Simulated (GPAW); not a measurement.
# Mo: equation of state with BLYP+D4

Mo:

```
Mo
1.0
     2.74324    0.00000    0.00000
    -0.91441    2.58635    0.00000
    -0.91441   -1.29317    2.23984
Mo
1
Direct
  0.00000 0.00000 0.00000
```

```
Program             : GPAW 26.7.0
Task                : equation of state
Functional          : BLYP
Dispersion          : D4
Potentials or basis : PAW data sets generated in the run's folder for this functional
Cutoff              : 600 eV
Basis               : pw
k mesh              : 9 × 9 × 9
Occupations         : fermi-dirac, width 0.05 eV
Spin                : no spin polarisation
Eigensolver         : davidson
Maxiter             : 150
Eos scales          : [0.94, 0.96, 0.98, 1.0, 1.02, 1.04, 1.06]
```

```
Equilibrium volume                      : 15.60 Å³/atom
Bulk modulus                            : 261 GPa
Pressure derivative of the bulk modulus : 4.4
```

Energy against volume, from the lowest point:
| volume (Å³/atom) | energy (meV/atom) |
| --- | --- |
| 14.938 | 24.67 |
| 15.256 | 6.39 |
| 15.574 | 0.00 |
| 15.892 | 4.18 |
| 16.209 | 17.98 |
| 16.527 | 40.32 |
| 16.845 | 70.27 |

Wall time 32 s on 1 thread of Arm Neoverse V2, on a shared host, peak memory 0.17 GiB.
